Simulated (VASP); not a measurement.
# PtSe2: single point with PBE

PtSe2:

```
Pt Se
1.0
     1.84570    1.06562    5.76071
    -1.84570    1.06562    5.76071
     0.00000   -2.13123    5.76071
Pt Se
1 2
Cartesian
  0.0000 0.0000 0.0000
  0.0000 0.0000 4.4377
  0.0000 0.0000 12.8444
```

The cell was built by a generator and needn't be a form met in nature.

| Item | Value |
| --- | --- |
| Program | VASP 6.6.1 |
| Task | single point |
| Functional | PBE |
| Potentials or basis | VASP PAW PBE potentials, release 64 (Pt, Se) |
| Cutoff | 520 eV |
| k mesh | 6 × 6 × 6 |
| Occupations | gaussian, width 0.01 eV |
| Spin | no spin polarisation |
| Dipole correction | no |
| Further INCAR settings | ALGO = Normal; EDIFF = 1e-06; NBANDS = 18 |

The pressure is 3.6 GPa and the largest force is 0.139 eV/Å. The band gap on the k mesh is 0.69 eV, indirect (least direct gap 1.01 eV).

Forces on the atoms (eV/Å):
```
Pt   0.000  0.000  0.000
Se   0.000  0.000 -0.139
Se   0.000  0.000  0.139
```

Stress tensor (GPa, compression positive):
```
4.16 0.00 0.00
0.00 4.16 0.00
0.00 0.00 2.61
```

Levels at points of the mesh, in eV from the valence-band top:
```tsv
k point	band 9	band 10	band 11	band 12	band 13	band 14
(0.00, 0.00, 0.00)	-0.53	-0.53	0.00	2.27	2.27	4.30
(0.50, 0.00, 0.00)	-2.56	-2.46	-2.32	1.35	1.82	5.02
(0.50, 0.50, 0.00)	-2.62	-2.56	-1.77	2.37	2.39	3.33
(0.50, 0.50, 0.50)	-1.63	-0.72	-0.72	2.46	2.46	5.10
```

Wall time 98 s on 1 thread of Intel(R) Xeon(R) Platinum 8488C (Sapphire Rapids), on a shared host, peak memory 0.31 GiB.

Caveat: spin-orbit coupling is left out, which moves the levels of the heavy elements. PBE gaps usually lie below the measured ones, often by a third to a half.
